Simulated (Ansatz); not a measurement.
NiO, 2 atoms in the cell. The structure is cubic, space group Fm-3m (No. 225). Conventional cell: a = 4.172 Å, b = 4.172 Å, c = 4.172 Å, α = 90.00°, β = 90.00°, γ = 90.00°. Around Ni (site symmetry m-3m) lie 6 O at 2.09 Å. O (site symmetry m-3m) is surrounded by 6 Ni at 2.09 Å. 

| Item | Value |
| --- | --- |
| Program | Ansatz 0.2.0 |
| Task | density of states |
| Functional | PBEsol |
| Potentials or basis | all-electron LAPW, scalar-relativistic |
| Cutoff | 378 eV (chosen from the basis error) |
| Basis error allowed | 0.001 eV/atom |
| k mesh | 11 × 11 × 11 |
| Occupations | fermi-dirac, width 0.05 eV |
| Spin | collinear spin, ferromagnetic start |
| Starting moments | [1.0, 0.0] μB |

Potentials or basis: all-electron LAPW, scalar-relativistic.

The run is started by

```sh
$ ansatz run input.yaml --threads 2 --pin off --max-ram 6144MiB --backend cpu --events-out ev --progress --plain --runs-dir out
```

Hardware: 2 threads of Arm Neoverse V1, on a shared host.

Question: Estimate the wall time of this run.

Answer: Wall time 16 s on 2 threads of Arm Neoverse V1, on a shared host, peak memory 0.43 GiB. Counts: scf iterations 12, plane waves 307, k points 56, bands 18.
